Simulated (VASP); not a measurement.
# PbSe (rocksalt): a PBE relaxation of cell and atoms in VASP

INCAR

```
NELM = 120
LCHARG = .FALSE.
LASPH = .TRUE.
EDIFFG = -5E-3
LWAVE = .FALSE.
PREC = Accurate
GGA = PE
IBRION = 2
LREAL = .FALSE.
ENCUT = 600
ISMEAR = -1
NBANDS = 17
EDIFF = 1E-7
ISIF = 3
NSW = 40
SIGMA = 0.02
```

KPOINTS

```
KPOINTS created by Atomic Simulation Environment
0
Gamma
8 8 8
0 0 0
```

POSCAR

```
Pb Se
 1.0000000000000000
     0.0000000000000000    2.8250139999999999    2.8250139999999999
     2.8250139999999999    0.0000000000000000    2.8250139999999999
     2.8250139999999999    2.8250139999999999    0.0000000000000000
 Pb  Se
   1   1
Cartesian
  0.0000000000000000  0.0000000000000000  0.0000000000000000
  2.8250139999999999  2.8250139999999999  2.8250139999999999
```

VASP ran with the recommended PBE PAW datasets (20 valence electrons in the cell).

Command

```
mpirun -np 1 vasp_std
```

OSZICAR

```
N       E                     dE             d eps       ncg     rms          rms(c)
DAV:   1     0.165313422495E+03    0.16531E+03   -0.10359E+04   986   0.132E+03
DAV:   2     0.429691107413E+01   -0.16102E+03   -0.15583E+03  1014   0.325E+02
DAV:   3    -0.819909730165E+01   -0.12496E+02   -0.12379E+02  1356   0.931E+01
DAV:   4    -0.850928012565E+01   -0.31018E+00   -0.30991E+00  1165   0.162E+01
DAV:   5    -0.851999517310E+01   -0.10715E-01   -0.10714E-01  1486   0.295E+00    0.271E+00
DAV:   6    -0.819934692881E+01    0.32065E+00   -0.81280E-01  1461   0.590E+00    0.148E+00
DAV:   7    -0.819552186602E+01    0.38251E-02   -0.13000E-01  1183   0.167E+00    0.837E-01
DAV:   8    -0.819928732984E+01   -0.37655E-02   -0.15029E-02  1202   0.129E+00    0.185E-01
DAV:   9    -0.819868427987E+01    0.60305E-03   -0.35017E-03  1488   0.533E-01    0.592E-02
DAV:  10    -0.819876843088E+01   -0.84151E-04   -0.25936E-04  1181   0.916E-02    0.220E-02
DAV:  11    -0.819877538546E+01   -0.69546E-05   -0.63063E-05  1260   0.791E-02    0.882E-03
DAV:  12    -0.819877549169E+01   -0.10624E-06   -0.34521E-06  1282   0.131E-02    0.224E-03
DAV:  13    -0.819877551323E+01   -0.21540E-07   -0.16656E-07  1109   0.417E-03
   1 F= -.81987755E+01 E0= -.81987754E+01  d E =-.819878E+01
       N       E                     dE             d eps       ncg     rms          rms(c)
DAV:   1    -0.819910085169E+01   -0.32536E-03   -0.94936E-03  1279   0.151E+00    0.950E-02
DAV:   2    -0.819883205685E+01    0.26879E-03   -0.51268E-04  1285   0.360E-01    0.352E-02
DAV:   3    -0.819878567491E+01    0.46382E-04   -0.19299E-04  1275   0.205E-01    0.696E-03
DAV:   4    -0.819878456972E+01    0.11052E-05   -0.44787E-06  1045   0.203E-02    0.268E-03
DAV:   5    -0.819878393060E+01    0.63912E-06   -0.70396E-07  1274   0.106E-02    0.113E-03
DAV:   6    -0.819878387181E+01    0.58797E-07   -0.59787E-08   587   0.392E-03
   2 F= -.81987839E+01 E0= -.81987838E+01  d E =-.835857E-05
```

From OUTCAR

```
k-points           NKPTS =     29   k-points in BZ     NKDIM =     29   number of bands    NBANDS=     17

   NELECT =      20.0000    total number of electrons

   dimension x,y,z NGX =    36 NGY =   36 NGZ =   36
   dimension x,y,z NGXF=    72 NGYF=   72 NGZF=   72

  energy-cutoff  :      600.00
  volume of cell :       60.12
      direct lattice vectors                 reciprocal lattice vectors
    -0.000000000  3.109323921  3.109323921    -0.160806662  0.160806662  0.160806662
     3.109323921 -0.000000000  3.109323921     0.160806662 -0.160806662  0.160806662
     3.109323921  3.109323921  0.000000000     0.160806662  0.160806662 -0.160806662

 k-points in reciprocal lattice and weights: KPOINTS created by Atomic Simulation Env
   0.00000000  0.00000000  0.00000000       0.002
   0.12500000  0.00000000  0.00000000       0.016
   0.25000000  0.00000000  0.00000000       0.016
   0.37500000  0.00000000  0.00000000       0.016
   0.50000000  0.00000000  0.00000000       0.008
   0.12500000  0.12500000  0.00000000       0.012
   0.25000000  0.12500000  0.00000000       0.047
   0.37500000  0.12500000  0.00000000       0.047
   ...

 E-fermi :   4.6816

 k-point     1 :       0.0000    0.0000    0.0000
  band No.  band energies     occupation
      1     -12.2707      2.00000
      2     -12.2707      2.00000
      3     -12.2707      2.00000
      4     -12.2645      2.00000
      5     -12.2645      2.00000
      6      -8.7083      2.00000
      7      -1.8815      2.00000
      8       2.8287      2.00000
      9       2.8287      2.00000
     10       2.8287      2.00000
     11       9.1010      0.00000
     12       9.1010      0.00000
     13       9.1010      0.00000
     14      11.1129      0.00000
     15      11.1129      0.00000
     16      11.1129      0.00000
     17      12.6113      0.00000

 k-point     2 :       0.1250    0.0000    0.0000
  band No.  band energies     occupation
      1     -12.2701      2.00000
      2     -12.2698      2.00000
      3     -12.2698      2.00000
      4     -12.2642      2.00000
      5     -12.2642      2.00000
      6      -8.5999      2.00000
      7      -2.2133      2.00000
      8       2.8665      2.00000
      9       2.8665      2.00000
     10       3.0542      2.00000
     11       8.1024      0.00000
     12       8.4855      0.00000
     13       8.4855      0.00000
     14      10.9264      0.00000
     15      11.4392      0.00000
     16      11.4392      0.00000
     17      13.6518      0.00000

 k-point     3 :       0.2500    0.0000    0.0000
  band No.  band energies     occupation
      1     -12.2755      2.00000
      2     -12.2755      2.00000
      3     -12.2689      2.00000
      4     -12.2557      2.00000
      5     -12.2557      2.00000
      6      -8.3044      2.00000
      7      -2.9675      2.00000
      8       2.9771      2.00000
      9       2.9771      2.00000
     10       3.5314      2.00000
     11       6.6711      0.00000
     12       7.4356      0.00000
     13       7.4356      0.00000
     14      11.0977      0.00000
     15      12.2785      0.00000
     16      12.2785      0.00000
     17      15.4737      0.00000

 k-point     4 :       0.3750    0.0000    0.0000
  band No.  band energies     occupation
      1     -12.2822      2.00000
      2     -12.2822      2.00000
      3     -12.2679      2.00000
      4     -12.2462      2.00000
      5     -12.2462      2.00000
      6      -7.9373      2.00000
      7      -3.7203      2.00000
      8       3.1260      2.00000
      9       3.1260      2.00000
     10       4.0411      2.00000
     11       5.5409      0.00000
     12       6.6082      0.00000
     13       6.6082      0.00000
     14      11.9916      0.00000
     15      13.5418      0.00000
     16      13.5418      0.00000
     17      15.7579      0.00000

 k-point     5 :       0.5000    0.0000    0.0000
  band No.  band energies     occupation
      1     -12.2850      2.00000
      2     -12.2850      2.00000
      3     -12.2675      2.00000
      4     -12.2422      2.00000
      5     -12.2422      2.00000
      6      -7.7509      2.00000
      7      -4.0518      2.00000
      8       3.2047      2.00000
      9       3.2047      2.00000
     10       4.4619      1.99997
     11       4.9012      0.00003
     12       6.2895      0.00000
     13       6.2895      0.00000
     14      12.9887      0.00000
     15      14.5619      0.00000
     16      14.6768      0.00000
     17      14.6768      0.00000

 k-point     6 :       0.1250    0.1250    0.0000
  band No.  band energies     occupation
      1     -12.2728      2.00000
      2     -12.2724      2.00000
      3     -12.2655      2.00000
      4     -12.2655      2.00000
      5     -12.2622      2.00000
      6      -8.5627      2.00000
      7      -2.2624      2.00000
      8       2.6185      2.00000
      9       2.6185      2.00000
     10       3.5245      2.00000
     11       7.1643      0.00000
     12       8.9857      0.00000
     13       8.9857      0.00000
     14      10.2227      0.00000
     15      12.0411      0.00000
     16      12.0411      0.00000
     17      13.0981      0.00000

 k-point     7 :       0.2500    0.1250    0.0000
  band No.  band energies     occupation
      1     -12.2825      2.00000
      2     -12.2726      2.00000
      3     -12.2671      2.00000
      4     -12.2594      2.00000
      5     -12.2541      2.00000
      6      -8.3267      2.00000
      7      -2.7651      2.00000
      8       2.5032      2.00000
      9       2.5575      2.00000
     10       3.7764      2.00000
     11       6.2991      0.00000
     12       8.3074      0.00000
     13       8.5059      0.00000
     14      10.2064      0.00000
     15      12.5546      0.00000
     16      12.9180      0.00000
     17      14.3484      0.00000

 k-point     8 :       0.3750    0.1250    0.0000
  band No.  band energies     occupation
      1     -12.2914      2.00000
      2     -12.2735      2.00000
      3     -12.2690      2.00000
      4     -12.2529      2.00000
      5     -12.2447      2.00000
      6      -7.9758      2.00000
      7      -3.4449      2.00000
      8       2.5752      2.00000
      9       2.5978      2.00000
     10       3.5355      2.00000
     11       6.0987      0.00000
     12       7.5069      0.00000
     13       7.6416      0.00000
     14      10.8513      0.00000
     15      13.4534      0.00000
     16      14.1008      0.00000
     17      15.6398      0.00000

 k-point     9 :       0.5000    0.1250    0.0000
  band No.  band energies     occupation
      1     -12.2943      2.00000
      2     -12.2793      2.00000
      3     -12.2656      2.00000
      4     -12.2479      2.00000
      5     -12.2415      2.00000
      6      -7.7111      2.00000
      7      -3.9070      2.00000
      8       2.3778      2.00000
      9       2.8251      2.00000
     10       3.5768      2.00000
     11       5.8595      0.00000
     12       6.8919      0.00000
     13       7.3756      0.00000
     14      12.0763      0.00000
     15      14.0977      0.00000
     16      14.8023      0.00000
     17      14.9547      0.00000

 k-point    10 :      -0.3750    0.1250    0.0000
  band No.  band energies     occupation
      1     -12.2896      2.00000
      2     -12.2809      2.00000
      3     -12.2651      2.00000
      4     -12.2465      2.00000
      5     -12.2462      2.00000
      6      -7.7740      2.00000
      7      -3.8207      2.00000
      8       2.1067      2.00000
      9       3.1380      2.00000
     10       3.9880      2.00000
     11       5.5072      0.00000
     12       6.5010      0.00000
     13       7.8084      0.00000
     14      12.2408      0.00000
     15      13.3952      0.00000
     16      14.2519      0.00000
     17      15.3341      0.00000

 k-point    11 :      -0.2500    0.1250    0.0000
  band No.  band energies     occupation
      1     -12.2803      2.00000
      2     -12.2776      2.00000
      3     -12.2673      2.00000
      4     -12.2561      2.00000
      5     -12.2499      2.00000
      6      -8.0996      2.00000
      7      -3.2691      2.00000
      8       2.0905      2.00000
      9       3.2795      2.00000
     10       4.0752      2.00000
     11       5.7786      0.00000
     12       6.6887      0.00000
     13       8.3663      0.00000
     14      11.4188      0.00000
     15      12.1807      0.00000
     16      13.9111      0.00000
     17      14.8181      0.00000

 ...

  Total       -0.0044887     -0.0044887     -0.0044887     -0.0000000     -0.0000000      0.0000000
  in kB       -0.1196198     -0.1196198     -0.1196198     -0.0000000     -0.0000000      0.0000000
  external PRESSURE =      -0.1196198 kB  Pullay stress =       0.0000000 kB

 POSITION                                       TOTAL-FORCE (eV/Angst)
 -----------------------------------------------------------------------------------
      3.10932      3.10932      0.00000         0.000000      0.000000     -0.000000
      3.10932      3.10932      3.10932        -0.000000     -0.000000      0.000000
 -----------------------------------------------------------------------------------
    total drift:                                0.000000      0.000000      0.000000

  FREE ENERGIE OF THE ION-ELECTRON SYSTEM (eV)
  ---------------------------------------------------
  free  energy   TOTEN  =        -8.1987838718 eV

  energy  without entropy=       -8.1987837444  energy(sigma->0) =       -8.19878381
```

| ionic step | ΔE (meV/atom) | volume (Å³) | largest force (eV/Å) | pressure (GPa) | electronic steps |
| --- | --- | --- | --- | --- | --- |
| 1 | 0.0 | 60.04 | 0.000 | 0.05 | 13 |
| 2 | 0.0 | 60.12 | 0.000 | -0.01 | 6 |

CONTCAR

```
Pb Se
   1.00000000000000
    -0.0000000000000000    3.1093239209195125    3.1093239209195125
     3.1093239209195125   -0.0000000000000000    3.1093239209195125
     3.1093239209195125    3.1093239209195125    0.0000000000000000
  Pb              Se
     1     1
Direct
     0.0000000000000000    0.0000000000000000    1.0000000000000000
     0.5000000000000000    0.5000000000000000    0.5000000000000000

  0.00000000E+00  0.00000000E+00  0.00000000E+00
  0.00000000E+00  0.00000000E+00  0.00000000E+00
```

- relaxed cell vector lengths: 4.397, 4.397, 4.397 Å
- relaxed cell volume: 60.12 Å³

The run was restarted once from its relaxed cell; OSZICAR and OUTCAR are the second run's.

The run (the restart alone) took about 20 s on one core of a shared host (Intel Xeon 6975P-C) and held 0.24 GiB at most.
